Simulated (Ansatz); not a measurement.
F started on a Li site in rocksalt LiF, 64 atoms, charge +1

The calculation used Ansatz 0.2.0, DFT, PBEsol, PAW, plane waves.

Command:

```sh
ansatz run in.yaml --threads 8 --pin off --max-ram 118750MiB --runs-dir r --events-out ev --progress --plain --backend cuda --devices 0, --max-vram 170GiB
```

The input less its lattice and atoms (starting moments on atoms near the defect: 1 μB in all):

```yaml
crystal:
  symmetry: { detect: false }
kpoints:
  mp_grid: { grid: [1, 1, 1], shift: [0.25, 0.25, 0.25] }
hamiltonian:
  xc: pbesol
total_charge: 1
magnetization:
  spin_polarized: true
  initial_magnetization: 1
  spin_locking: { lock_magnetization: hard }
scf:
  occupations: { method: fermi_dirac, width: 0.01 }
relax:
  f_tol: 0.03
  max_steps: 80
  escape_saddle: false
  adjacent_minimum: "off"
output:
  forces: true
  eigenvalues: true
  populations: true
  charged_corrections: { epsilon: 9 }
```

Start:

```
F Li
1.0
     8.01519    0.00000    0.00000
     0.00000    8.01519    0.00000
     0.00000    0.00000    8.01519
F Li
33 31
Direct
  0.24651 0.99951 0.00084
  0.25285 0.00173 0.50363
  0.25324 0.50206 0.00074
  0.24917 0.50067 0.49997
  0.74899 0.99677 0.99807
  0.75515 0.99909 0.50164
  0.74777 0.49882 0.99447
  0.74762 0.50174 0.50254
  0.99757 0.25209 0.99696
  0.00166 0.25144 0.50022
  0.99771 0.75158 0.00059
  0.00118 0.75716 0.50284
  0.50119 0.25112 0.00085
  0.50011 0.25543 0.49527
  0.50108 0.75277 0.00036
  0.49849 0.75319 0.50124
  0.99996 0.00243 0.25128
  0.99841 0.99991 0.74937
  0.00281 0.50341 0.24938
  0.99821 0.50172 0.75106
  0.50456 0.00082 0.25029
  0.49813 0.00090 0.75484
  0.49734 0.50078 0.24833
  0.50340 0.49861 0.74961
  0.49936 0.49738 0.49879
  0.25162 0.25009 0.24991
  0.24891 0.24840 0.75362
  0.24717 0.74939 0.25140
  0.24846 0.74337 0.74902
  0.75112 0.25182 0.24735
  0.75310 0.25096 0.74462
  0.75143 0.74907 0.25341
  0.75031 0.74732 0.74813
  0.99999 0.00334 0.00043
  0.00540 0.99513 0.50279
  0.99718 0.50271 0.99974
  0.99929 0.50052 0.50078
  0.50161 0.99534 0.99674
  0.49515 0.00463 0.50567
  0.49516 0.50480 0.00244
  0.24533 0.24554 0.99864
  0.25265 0.25163 0.49818
  0.25027 0.75125 0.00500
  0.25048 0.74881 0.49977
  0.74960 0.24881 0.99633
  0.75083 0.25063 0.50011
  0.74648 0.75149 0.00082
  0.75118 0.74883 0.50015
  0.24879 0.00441 0.24565
  0.24941 0.00222 0.74745
  0.25177 0.49958 0.25070
  0.24941 0.49962 0.74777
  0.74635 0.99818 0.24815
  0.74945 0.99699 0.75161
  0.75010 0.49944 0.24703
  0.75027 0.49684 0.74958
  0.00216 0.25143 0.24748
  0.00135 0.25052 0.75477
  0.00079 0.75246 0.24689
  0.00292 0.74974 0.75084
  0.49701 0.25221 0.25159
  0.49707 0.25251 0.75083
  0.49968 0.74863 0.24899
  0.49263 0.75102 0.75787
```

Steps:

```json
{"step": "start", "energy less the first (eV)": "0.000", "largest force component (eV/Å)": "1.190"}
{"step": "1", "energy less the first (eV)": "-0.334", "largest force component (eV/Å)": "0.562"}
{"step": "2", "energy less the first (eV)": "-0.522", "largest force component (eV/Å)": "0.074"}
{"step": "3", "energy less the first (eV)": "-0.524", "largest force component (eV/Å)": "0.096"}
{"step": "4", "energy less the first (eV)": "-0.527", "largest force component (eV/Å)": "0.044"}
{"step": "5", "energy less the first (eV)": "-0.528", "largest force component (eV/Å)": "0.018"}
```

A structure on the way, about -0.33 eV from the start:

```xyz
64
Lattice="8.0152 0.0000 0.0000 0.0000 8.0152 0.0000 0.0000 0.0000 8.0152" Properties=species:S:1:pos:R:3 pbc="T T T"
F     1.9884    0.0001    0.0072
F     2.0226    0.0113    4.0335
F     2.0381    4.0255    0.0032
F     1.9637    4.0061    4.0072
F     6.0052    8.0044    8.0034
F     6.0142    8.0144    4.0204
F     5.9887    4.0112    7.9912
F     6.0366    4.0215    4.0292
F     8.0064    2.0147    7.9982
F     0.0094    2.0262    4.0087
F     8.0049    6.0116    0.0045
F     0.0100    6.0434    4.0245
F     4.0190    2.0229    0.0047
F     4.0009    1.9868    3.9770
F     4.0164    6.0242    8.0124
F     3.9956    6.0546    4.0089
F     0.0006    0.0100    2.0080
F     0.0002    0.0020    6.0065
F     0.0117    4.0204    2.0066
F     8.0075    4.0198    6.0079
F     4.0320    0.0049    2.0098
F     3.9986    0.0065    6.0295
F     3.9854    4.0140    1.9501
F     4.0289    3.9931    6.0546
F     4.0086    3.9948    4.0071
F     2.0138    2.0052    2.0022
F     2.0035    2.0105    6.0263
F     1.9942    6.0035    2.0113
F     2.0078    5.9749    5.9991
F     6.0099    2.0287    2.0057
F     6.0204    2.0227    5.9868
F     6.0134    5.9995    2.0250
F     6.0098    6.0000    5.9945
Li    0.0030    0.0129    0.0000
Li    0.0176    7.9759    4.0247
Li    7.9970    4.0236    8.0111
Li    8.0129    4.0074    4.0115
Li    4.0250    7.9887    7.9870
Li    3.9649    0.0095    4.0400
Li    3.9754    4.0382    0.0143
Li    1.9766    1.9739    7.9992
Li    2.0017    2.0041    3.9894
Li    1.9988    6.0260    0.0321
Li    2.0011    6.0070    4.0009
Li    6.0135    2.0029    8.0067
Li    6.0267    1.9974    4.0232
Li    5.9990    6.0360    8.0139
Li    6.0248    6.0175    4.0090
Li    1.9878    0.0279    1.9707
Li    1.9988    0.0280    5.9966
Li    2.0011    4.0044    1.9991
Li    1.9902    4.0187    6.0032
Li    5.9853    8.0072    1.9935
Li    6.0217    8.0002    6.0232
Li    6.0175    4.0049    1.9833
Li    6.0222    3.9973    6.0254
Li    0.0053    2.0002    1.9900
Li    0.0048    2.0044    6.0456
Li    0.0062    6.0246    1.9774
Li    0.0227    6.0152    6.0198
Li    3.9856    2.0082    2.0035
Li    3.9886    2.0128    6.0329
Li    4.0066    6.0128    1.9907
Li    3.9662    6.0255    6.0614
```

End:

```xyz
64
Lattice="8.0152 0.0000 0.0000 0.0000 8.0152 0.0000 0.0000 0.0000 8.0152" Properties=species:S:1:pos:R:3 pbc="T T T"
F     2.0066    0.0022    8.0148
F     2.0108    0.0029    4.0086
F     2.0074    4.0109    0.0015
F     1.9163    4.0066    4.0082
F     6.0047    0.0045    0.0008
F     6.0008    0.0039    4.0087
F     6.0041    4.0130    8.0142
F     6.0950    4.0168    4.0094
F     8.0115    2.0125    8.0148
F     8.0121    2.0160    4.0085
F     8.0138    6.0105    0.0007
F     8.0134    6.0072    4.0088
F     4.0050    2.0137    0.0016
F     4.0006    1.9255    4.0077
F     4.0072    6.0096    8.0143
F     4.0113    6.0981    4.0095
F     8.0120    0.0027    2.0096
F     8.0132    0.0038    6.0068
F     8.0132    4.0118    2.0117
F     8.0124    4.0122    6.0053
F     4.0060    0.0039    2.0126
F     4.0065    0.0031    6.0045
F     4.0033    4.0087    1.8825
F     4.0083    4.0135    6.1341
F     4.0060    4.0117    4.0064
F     2.0110    2.0168    2.0133
F     2.0136    2.0194    6.0024
F     2.0147    6.0028    2.0160
F     2.0146    6.0020    6.0003
F     5.9970    2.0203    2.0159
F     5.9962    2.0199    6.0003
F     5.9977    6.0036    2.0139
F     5.9997    6.0058    6.0029
Li    8.0137    0.0043    0.0010
Li    8.0137    0.0041    4.0080
Li    8.0136    4.0110    0.0011
Li    8.0139    4.0116    4.0083
Li    4.0051    0.0039    0.0009
Li    4.0054    0.0044    4.0089
Li    4.0053    4.0124    0.0017
Li    1.9882    1.9938    0.0009
Li    1.9734    1.9799    4.0080
Li    1.9896    6.0277    0.0011
Li    1.9763    6.0403    4.0078
Li    6.0215    1.9954    0.0007
Li    6.0350    1.9823    4.0081
Li    6.0230    6.0289    0.0009
Li    6.0379    6.0434    4.0079
Li    1.9918    0.0034    1.9946
Li    1.9920    0.0040    6.0217
Li    1.9757    4.0098    1.9815
Li    1.9757    4.0099    6.0357
Li    6.0190    0.0044    1.9948
Li    6.0197    0.0049    6.0220
Li    6.0352    4.0120    1.9804
Li    6.0360    4.0121    6.0357
Li    8.0125    1.9974    1.9947
Li    8.0133    1.9978    6.0216
Li    8.0136    6.0250    1.9949
Li    8.0144    6.0254    6.0218
Li    4.0042    1.9817    1.9811
Li    4.0041    1.9818    6.0360
Li    4.0064    6.0409    1.9803
Li    4.0064    6.0417    6.0360
```

Self-consistency was reached.

Time: 5.5 s of wall time on one NVIDIA GB200 with 8 processor threads, on a host shared with other runs; peak host memory 1.6 GiB.

Problem. How much energy did the relaxation gain, and which atom moved most?

Solution. 0.53 eV in 5 steps, from a start with small random displacements; atom 24 (F) moved 0.13 Å, the median atom 0.04 Å (drift of the whole cell removed).

The moment started at 1 μB and ended at 1.0 μB; no other spin state is shown. The program warned that the state may not be the lowest. The one k point has no symmetry partners, which can distort the end along one axis.
